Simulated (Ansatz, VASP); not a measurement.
One calculation of Zr, two programs

INCAR

```
SYSTEM = Zr
ALGO = Normal
EDIFF = 1E-6
ENCUT = 520
GGA = RE
ISIF = 2
ISMEAR = -1
LASPH = .TRUE.
LCHARG = .TRUE.
LELF = .TRUE.
LREAL = .FALSE.
LVHAR = .TRUE.
LWAVE = .FALSE.
NBANDS = 12
NELM = 60
PREC = Accurate
SIGMA = 0.1
```

Contents of KPOINTS:

```
k-points
0
G
  12 12 12
  0 0 0
```

Contents of POSCAR:

```
Zr
1.0
    3.0466466161      0.0000000000      0.0000000000
    0.0000000000      3.0466466161      0.0000000000
    0.0000000000      0.0000000000      3.0466466161
Zr
1
Direct
    0.0000000000      0.0000000000      0.0000000000
```

Input for Ansatz:

```yaml
crystal:
  lattice:
    - [3.0466466161, 0.0, 0.0]
    - [0.0, 3.0466466161, 0.0]
    - [0.0, 0.0, 3.0466466161]
  atoms:
    - { symbol: Zr, position: [0.0, 0.0, 0.0] }
hamiltonian:
  xc: revpbe
  pseudopotentials:
    kind: paw
    azcp:
      Zr: "pseudopotentials/Zr.paw.azcp"
basis:
  ecutwfc: 420
  fft_grid_basis: typed
kpoints:
  mp_grid: { grid: [12, 12, 12], shift: [0, 0, 0] }
magnetization:
  spin_polarized: false
scf:
  occupations: { method: fermi_dirac, width: 0.1 }
  lower_state_search: "off"
output:
  stress: true
  write_density: true
  write_potential: true
  elf: true
  volumetric_format: npy
```

Alike in both runs: task single point; functional revPBE; k mesh 12 × 12 × 12; occupations fermi-dirac, width 0.1 eV; no spin polarisation.

|  | VASP | Ansatz |
| --- | --- | --- |
| version | VASP 6.6.1 | Ansatz 0.2.0 |
| potentials or method | VASP PAW PBE potentials, release 64 (Zr_sv) | plane waves (420 eV) with PAW, scalar-relativistic |
| plane-wave cutoff (eV) | 520 | 420 |
| valence electrons in the cell | 12 | 12 |

VASP gave:

| Property | Result |
| --- | --- |
| pressure (GPa) | -5.6 |

Problem. Which values does Ansatz return?

Solution. Pressure (GPa): -5.7.

With one functional, cell and mesh, what is left measures potentials, basis and numerics.

Caveats: the PAW data sets were made with another functional, which shifts forces and pressure a little (VASP).
